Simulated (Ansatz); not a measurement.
**The false plateau in GW convergence: GeSb2Te4 (R3m)**

Aim: vary empty bands and screening cutoff apart and together in G0W0 on GeSb2Te4 (R3m).

Calculated with Ansatz 0.2.0; G0W0 on PBE, plane waves, PAW; PAW set soft_1.

**1. The structure**

It takes space group R3m (No. 160, trigonal). The conventional cell has a = 4.309 Å, b = 4.309 Å, c = 41.691 Å, α = 90.00°, β = 90.00°, γ = 120.00°. Nearest to Ge lie 6 Te at 2.86 to 3.32 Å. Nearest to Sb lie 6 Te at 3.02 to 3.21 Å. Sb has 6 Te at 3.03 to 3.16 Å nearest. Nearest to Te lie 3 Ge at 2.86 Å. Nearest to Te lie 3 Sb at 3.02 Å. Te has 6 Sb at 3.16 to 3.21 Å nearest. Farther neighbours and most contacts between anions are not listed.

The cell and positions are those that the Materials Project relaxed with its own functionals (PBE, PBE+U or r2SCAN), kept fixed. Spin-orbit coupling is left out unless a step names it.

**2. 179 empty bands, screening to 50 eV**

Now the one-shot GW correction: screening in the RPA, then the self-energy of the levels asked for. This step takes PAW set soft_1 files.

Contents of input.yaml:

```yaml
crystal:
  lattice:
    - [2.1547300807, 1.2440339921, 13.8970814052]
    - [-2.1547300807, 1.2440339921, 13.8970814052]
    - [0.0, -2.4880679842, 13.8970814052]
  atoms:
    - { symbol: Ge, position: [0.570457, 0.570457, 0.570457] }
    - { symbol: Sb, position: [0.426528, 0.426528, 0.426528] }
    - { symbol: Sb, position: [0.997988, 0.997988, 0.997988] }
    - { symbol: Te, position: [0.86977, 0.86977, 0.86977] }
    - { symbol: Te, position: [0.134165, 0.134165, 0.134165] }
    - { symbol: Te, position: [0.71137, 0.71137, 0.71137] }
    - { symbol: Te, position: [0.289721, 0.289721, 0.289721] }
kpoints:
  mp_grid: { grid: [4, 4, 4] }
hamiltonian:
  xc: pbe
  pseudopotentials: { kind: paw, azcp: { folder: soft_1 } }
scf:
  occupations: { method: fixed }
gw:
  n_empty_bands: 179
  ecut_chi: 50
  qp_bands: [v2, c2]
  qp_kpoints: band_edges
  screening: { model: contour_deformation }
```

Command:

```console
$ ansatz run input.yaml --threads 2 --pin off --max-ram 92160MiB --backend cuda --events-out ev --progress --plain --runs-dir out --devices 1 --max-vram 13GiB
```

Numbers of over 12 decimals in the logs are rounded to 6 here.

The program printed:

```text
GPUs: using 1 of 1 available (devices: 1).
Engine: ansatz 0.2.0, x86_64-unknown-linux-gnu
Pseudopotentials: kind: paw
Pseudopotential: Ge, paw, valence charge 14, recommended cutoff 420 eV (normal), soft_1/Ge.paw.azcp
Pseudopotential: Sb, paw, valence charge 15, recommended cutoff 420 eV (normal), soft_1/Sb.paw.azcp
Pseudopotential: Te, paw, valence charge 16, recommended cutoff 420 eV (normal), soft_1/Te.paw.azcp
Functional definition: PBE
  parameter kappa = 0.804
  parameter beta = 0.066725
  exchange = pbe_x(kappa = kappa, mu = beta*pi^2/3)
  correlation = pbe_c(beta = beta)
device memory: the entry about to start is reckoned to put 4.2 GiB on a device that reports 41.3 GiB free (of which the cap on the GPU budget leaves the run 13.0 GiB)
GPU FFT provider: cuFFT
GPU libraries: cuBLAS 13.8.2, cuFFT 12.4.0, cuSOLVER 12.3.4
Crystal: 7 atoms, lattice volume = 223.512 Å³
Basis set: ecut = 420 eV, 4337 PW (Γ)
Bands: 65, of which v1, the nominal top of the filled ones, is band 54 counted from 1 (53 counted from 0)
Symmetry: 6 space group operations
Space group: R3m (ITA 160), of the structure as read, at distance tolerance 6.1e-5 Å
k-points: 13 of 64 (time reversal used)
Non-local potential: Ge, projectors of the file, l = 0: 2, l = 1: 2, l = 2: 3, l = 3: 1
Non-local potential: Sb, projectors of the file, l = 0: 2, l = 1: 2, l = 2: 2, l = 3: 1
Non-local potential: Te, projectors of the file, l = 0: 2, l = 1: 2, l = 2: 2, l = 3: 1
PAW form: soft (Blöchl's): semilocal exchange-correlation on the pseudo side does not see the compensation charge
PAW one-centre angular grid: Ge, 590 points (default); XC on 64 Gauss nodes
PAW one-centre angular grid: Sb, 590 points (default); XC on 64 Gauss nodes
PAW one-centre angular grid: Te, 590 points (default); XC on 64 Gauss nodes
Initial density: superposition of atomic densities (chi_scale 0.1, normalization cell, long waves kept (reshape's long-wave potential 0.10 eV rms))
Initial wavefunctions: pseudopotential atomic-orbital guess
GPU buffer pool allocated for 884736 grid points (all kernels)
GPU transforms: local potential and band sums: pruned to the plane-wave sphere, on 96×96×96
Functional: x = pbe(κ = 0.804, μ = 0.219515), c = pbe(β = 0.066725)
SCF iter   1: F=—  HF=-45185.349752 eV  |F-HF|=—  |Δ(HF+E_count)|=         —  Δρ=1.49e-2  dr2=1.91e0  ethr=3.10e-3  ⟨swp⟩=5.0  Hψ=2753  notcnv=0  defer=109
preconditioner: auto → Resta (q_TF=auto, 2.417 Å⁻¹)  ε∞=4.5  [insulator: Δε(μ)=0.449 eV  Ē_g=8.183 eV  n_scr=58 (ndim 8)  ℏωp=15.3 eV  f_vac=0.008  ε∞_Penn≈4.5]
SCF iter   2: F=—  HF=-45185.197010 eV  |F-HF|=—  |Δ(HF+E_count)|=   1.53e-1  Δρ=8.87e-3  dr2=5.55e-1  ethr=1.77e-3  ⟨swp⟩=2.7  Hψ=1037  notcnv=0  defer=107
SCF iter   3: F=—  HF=-45185.164235 eV  |F-HF|=—  |Δ(HF+E_count)|=   3.28e-2  Δρ=5.59e-3  dr2=1.45e-1  ethr=5.14e-4  ⟨swp⟩=2.8  Hψ=980  notcnv=0  defer=114
SCF iter   4: F=—  HF=-45185.158458 eV  |F-HF|=—  |Δ(HF+E_count)|=   5.78e-3  Δρ=2.13e-3  dr2=1.39e-2  ethr=1.34e-4  ⟨swp⟩=2.2  Hψ=924  notcnv=0  defer=117
SCF iter   5: F=—  HF=-45185.159994 eV  |F-HF|=—  |Δ(HF+E_count)|=   1.54e-3  Δρ=6.62e-4  dr2=8.33e-3  ethr=1.28e-5  ⟨swp⟩=2.8  Hψ=1001  notcnv=0  defer=117
SCF iter   6: F=—  HF=-45185.159724 eV  |F-HF|=—  |Δ(HF+E_count)|=   2.70e-4  Δρ=2.65e-4  dr2=2.66e-4  ethr=7.72e-6  ⟨swp⟩=2.0  Hψ=857  notcnv=0  defer=117
SCF iter   7: F=—  HF=-45185.159884 eV  |F-HF|=—  |Δ(HF+E_count)|=   1.60e-4  Δρ=1.05e-4  dr2=3.97e-5  ethr=2.46e-7  ⟨swp⟩=2.0  Hψ=1109  notcnv=0  defer=107
SCF iter   8: F=—  HF=-45185.159923 eV  |F-HF|=—  |Δ(HF+E_count)|=   3.92e-5  Δρ=4.14e-5  dr2=5.32e-6  ethr=3.67e-8  ⟨swp⟩=2.0  Hψ=1158  notcnv=0  defer=57
SCF iter   9: F=—  HF=-45185.159928 eV  |F-HF|=—  |Δ(HF+E_count)|=   4.59e-6  Δρ=1.46e-5  dr2=5.62e-7  ethr=4.92e-9  ⟨swp⟩=2.0  Hψ=1218  notcnv=0  defer=59
[...]
NSCF: frozen V_eff on 1 k-points
device memory: the entry about to start is reckoned to put 1.6 GiB on a device that reports 53.8 GiB free (of which the cap on the GPU budget leaves the run 13.0 GiB)
NSCF: frozen V_eff on 1 k-points
device memory: the entry about to start is reckoned to put 1.6 GiB on a device that reports 54.3 GiB free (of which the cap on the GPU budget leaves the run 13.0 GiB)
NSCF: frozen V_eff on 1 k-points
SCF converged after 10 iterations
Free energy (F): -45185.159929 eV
Harris-Foulkes:  -45185.159929 eV  (|F-HF|=1.02e-7)
Internal energy: -45185.159929 eV  (E = F + TS)
E sigma→0 (E₀):  -45185.159929 eV
Fermi energy:    8.787930 eV
--- Per-component energies (eV) ---
  E_band       = -1568.085043
  E_kinetic    = 1099.004704
  E_local      = -12150.322224  (includes V_loc(G=0)·N_el)
  E_nonlocal   = 1250.495456
  E_hartree    = 5725.120671
  E_xc         = -759.049314
  E_vxc        = -653.205903  (∫ρ·V_xc dr)
  E_paw        = -29771.062102  (= ΣΔE_a)
  E_vpaw       = -2564.295253  (= ΣTr[D̂ρ^β])
  E_aug_tail   = 0.000646  (compensation charges beyond the density's cutoff)
  E_ewald      = -10579.347766
  E_smearing   = -0.000000  (= −TS)
  E_closure    = 0.000000  (closes the sum)
  Σ components = -45185.159929   (vs F -45185.159929, Δ=0.00e0)
--- Band table (eV; the first three rows and the last of 13) ---
  k-point 0: bands = [... 50 lower, 7.5097, 7.5097, 7.8538, 8.7055, 9.2994, 9.2994, 9.3196, 10.1213, ... 7 higher]
  k-point 1: bands = [... 50 lower, 7.1409, 7.5153, 8.0116, 8.2396, 9.7485, 9.7993, 10.1642, 10.7113, ... 7 higher]
  k-point 2: bands = [... 50 lower, 7.0901, 7.2406, 7.4883, 7.7816, 9.5347, 9.7710, 10.0037, 10.6713, ... 7 higher]
  k-point 12: bands = [... 50 lower, 7.6283, 7.6283, 7.6347, 8.7879, 9.1943, 9.1943, 9.2575, 10.2489, ... 7 higher]
--- G₀W₀: contour deformation, 7 samples at zero and on the imaginary axis and 1 off it, 64 q-points, 179 empty bands' worth ---
  eigenvalues of the whole cell's RPA ε∞ on this k-mesh (on a slab, of 1 + 4πα/V) = 41.4786, 41.4786, 42.0004; static W/v taken at q = 0 is 0.025812
  gw.qp_kpoints: band_edges: 11 of 13 stored k-points solved, in 1 pass; an edge of the gap read off the rows below is read off those points alone
    valence top: of the k-points left out ik 4 came nearest to being solved in a further pass, in band 54 (counted from 1, as in the quasiparticle table): it holds the edge there only if its correction is more favourable than any solved in that band by at least 0.729 eV; those differ by 0.122 eV
    conduction bottom: of the k-points left out ik 4 came nearest to being solved in a further pass, in band 55 (counted from 1, as in the quasiparticle table): it holds the edge there only if its correction is more favourable than any solved in that band by at least 0.747 eV; those differ by 0.096 eV
    ik  band        ε_KS         Σx   Σc(E_QP)       V_xc       Z   E_QP_lin       E_QP  E_QP is
     0    53      7.8538   -14.2681     0.5232   -14.0202  0.7558     8.1310     8.1291  root
     0    54      8.7055   -13.0969    -0.1072   -13.4337  0.7443     8.9339     8.9351  root
     0    55      9.2994   -10.1583    -2.6131   -13.0530  0.7371     9.5865     9.5811  root
     0    56      9.2994   -10.1583    -2.6131   -13.0530  0.7371     9.5865     9.5811  root
     1    53      8.0116   -14.2011     0.8083   -13.5435  0.7294     8.1616     8.1623  root
     1    54      8.2396   -13.7105     0.6628   -13.1934  0.7255     8.3848     8.3852  root
     1    55      9.7485   -10.7132    -2.6596   -13.7074  0.7302    10.0916    10.0830  root
     1    56      9.7993   -10.4243    -2.7286   -13.4734  0.7322    10.1272    10.1198  root
     2    53      7.4883   -14.2113     1.2417   -13.0652  0.7172     7.5832     7.5838  root
     2    54      7.7816   -14.0980     0.7459   -13.4969  0.7341     7.9255     7.9263  root
     2    55      9.5347    -9.3491    -2.6042   -12.1953  0.7559     9.7786     9.7766  root
     2    56      9.7710    -9.8876    -2.8594   -13.0284  0.7275    10.0572    10.0523  root
     3    53      7.7720   -14.1273     1.0572   -13.1877  0.7253     7.8890     7.8895  root
     3    54      8.3665   -14.5085     0.6965   -13.9995  0.7323     8.5522     8.5539  root
[...]
11    56      9.7447    -9.6277    -2.7928   -12.7200  0.7486    10.0487    10.0441  root
    12    53      7.6347   -14.6963     0.9013   -14.0153  0.7326     7.8529     7.8550  root
    12    54      8.7879   -12.5753    -0.4520   -13.2939  0.7488     9.0535     9.0545  root
    12    55      9.1943   -10.0003    -2.5733   -12.8477  0.7413     9.4722     9.4684  root
    12    56      9.1943   -10.0003    -2.5733   -12.8477  0.7413     9.4722     9.4684  root
```

It took 57 s on 1 × NVIDIA H100 80GB HBM3 (shared by 6 runs) with 2 threads of AMD EPYC 7R13 (Zen 3), shared host; peak memory 1.6 GiB.

The column dr2 measures how far the density is from self-consistency, as an energy; F and HF (Harris–Foulkes) agree once it is small.

Numbers from this step:

```
bands summed                                 : 233
RPA ε∞ on this mesh (eigenvalues)            : 41.48, 41.48, 42.00
plane waves in the screening matrix          : 191
q-points in the mesh                         : 64
G0W0 gap on the mesh                         : 0.3980 eV
k of the valence top                         : -0.5, -0.5, -0.5
k of the conduction bottom                   : 0, -0.5, -0.5
starting gap on the mesh                     : 0.3831 eV
Z at the valence top                         : 0.7488
Z at the conduction bottom                   : 0.7562
least direct G0W0 gap on the computed points : 0.4139 eV
```

The gap on the mesh goes from 0.38 eV to 0.40 eV, a correction of +0.01 eV. Between the two edge states, bare exchange in place of the xc potential would open the gap by 1.99 eV, and correlation takes back 1.98 eV.

**3. 507 empty bands, screening to 100 eV**

Bands and screening cutoff are moved together, since each hides the error of the other.

Changes to input.yaml since step 2:

```diff
@@ -21,4 +21,4 @@
 gw:
-  n_empty_bands: 179
-  ecut_chi: 50
+  n_empty_bands: 507
+  ecut_chi: 100
   qp_bands: [v2, c2]
```

The program printed:

```text
GPUs: using 1 of 1 available (devices: 1).
[...]
GPU FFT provider: cuFFT
GPU libraries: cuBLAS 13.8.2, cuFFT 12.4.0, cuSOLVER 12.3.4
Crystal: 7 atoms, lattice volume = 223.512 Å³
Basis set: ecut = 420 eV, 4337 PW (Γ)
Bands: 65, of which v1, the nominal top of the filled ones, is band 54 counted from 1 (53 counted from 0)
Symmetry: 6 space group operations
[...]
k-points: 13 of 64 (time reversal used)
[...]
1    56      9.7993   -10.4243    -3.0904   -13.4734  0.7291     9.7580     9.7579  root
[...]
12    53      7.6347   -14.6963     0.5101   -14.0153  0.7297     7.4622     7.4639  root
    12    54      8.7879   -12.5753    -0.8199   -13.2939  0.7462     8.6864     8.6866  root
    12    55      9.1943   -10.0003    -2.9112   -12.8477  0.7386     9.1306     9.1304  root
    12    56      9.1943   -10.0003    -2.9112   -12.8477  0.7386     9.1306     9.1304  root
[key lines of the parts left out:]
SCF converged after 10 iterations
Free energy (F): -45185.159929 eV
Fermi energy:    8.787930 eV
```

It took 2 min on 1 × NVIDIA H100 80GB HBM3 (shared by 6 runs) with 2 threads; peak memory 2.5 GiB.

Numbers from this step:

```
bands summed                                 : 561
RPA ε∞ on this mesh (eigenvalues)            : 41.35, 41.35, 42.01
plane waves in the screening matrix          : 521
G0W0 gap on the mesh                         : 0.4324 eV
k of the valence top                         : -0.5, -0.5, -0.5
k of the conduction bottom                   : 0, -0.5, -0.5
starting gap on the mesh                     : 0.3831 eV
least direct G0W0 gap on the computed points : 0.4437 eV
```

Against the run with 4×4×4 mesh, 179 empty bands, screening to 50 eV, PAW set soft_1 files, the gap moves by +0.03 eV.

**4. 179 empty bands, screening to 150 eV**

Changes to input.yaml since step 3:

```diff
@@ -21,4 +21,4 @@
 gw:
-  n_empty_bands: 507
-  ecut_chi: 100
+  n_empty_bands: 179
+  ecut_chi: 150
   qp_bands: [v2, c2]
```

The program printed:

```text
GPUs: using 1 of 1 available (devices: 1).
[...]
GPU FFT provider: cuFFT
GPU libraries: cuBLAS 13.8.2, cuFFT 12.4.0, cuSOLVER 12.3.4
Crystal: 7 atoms, lattice volume = 223.512 Å³
Basis set: ecut = 420 eV, 4337 PW (Γ)
Bands: 65, of which v1, the nominal top of the filled ones, is band 54 counted from 1 (53 counted from 0)
Symmetry: 6 space group operations
[...]
k-points: 13 of 64 (time reversal used)
[...]
1    56      9.7993   -10.4243    -2.7759   -13.4734  0.7295    10.0773    10.0725  root
[...]
12    53      7.6347   -14.6963     0.8263   -14.0153  0.7301     7.7790     7.7800  root
    12    54      8.7879   -12.5753    -0.5095   -13.2939  0.7466     8.9963     8.9970  root
    12    55      9.1943   -10.0003    -2.6075   -12.8477  0.7391     9.4367     9.4341  root
    12    56      9.1943   -10.0003    -2.6075   -12.8477  0.7391     9.4367     9.4341  root
[key lines of the parts left out:]
SCF converged after 10 iterations
Free energy (F): -45185.159929 eV
Fermi energy:    8.787930 eV
```

Run time: 55 s. Hardware: 1 × NVIDIA H100 80GB HBM3 (shared by 6 runs) with 2 threads; peak memory 3.1 GiB.

The G0W0 gap on the mesh is 0.421 eV.

(Continued in part 2 of 2.)

[Paths, hosts, dates, memory and timing lines, banners, echoed tables and standing remarks are left out of the program output.]

[Logs are printed without paths, hosts, clocks, repeated set-up lines and the standing remarks that a program may print on its own settings, such as how far it seeks lower states.]

[Runs of the session that timed out or met a known fault of the program may be left out.]

[Cells called generated may have been cut or substituted from an entry of the Crystallography Open Database or the Materials Project.]

[Hosts, paths, dates, database ids (printed as entryN), source tags and the programs' standing remarks are cut or masked in the printed files.]
